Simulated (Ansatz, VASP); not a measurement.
Two plane-wave programs on Be

```
CELL_PARAMETERS angstrom
2.18453 0.00000 0.00000
-1.09226 1.89186 0.00000
0.00000 0.00000 3.69092
ATOMIC_POSITIONS crystal
Be 0.33333 0.66667 0.25000
Be 0.66667 0.33333 0.75000
```

Change from the starting cell: strain -0.050 along x and y, +0.025 along z, atoms carried along.

Alike in both runs: task single point; functional PBE; k mesh 24 × 24 × 14; occupations gaussian, width 0.15 eV; no spin polarisation.

```csv
,VASP,Ansatz
version,VASP 6.6.1,Ansatz 0.2.0
potentials or method,"VASP PAW PBE potentials, release 64 (Be)","scalar-relativistic, plane waves, PAW"
plane-wave cutoff (eV),520,420
valence electrons in the cell,4,4
```

Ansatz gave:

```
gap on the k mesh at the Fermi level (eV)       : none
pressure (GPa)                                  : 4.8
largest component of the traceless stress (GPa) : 16.08
```

Q: Which values does VASP return?

A: gap on the k mesh at the Fermi level (eV): none; pressure (GPa): 5.0; largest component of the traceless stress (GPa): 16.10.

A gap of «none» marks a metal or a gap that the smearing closes.
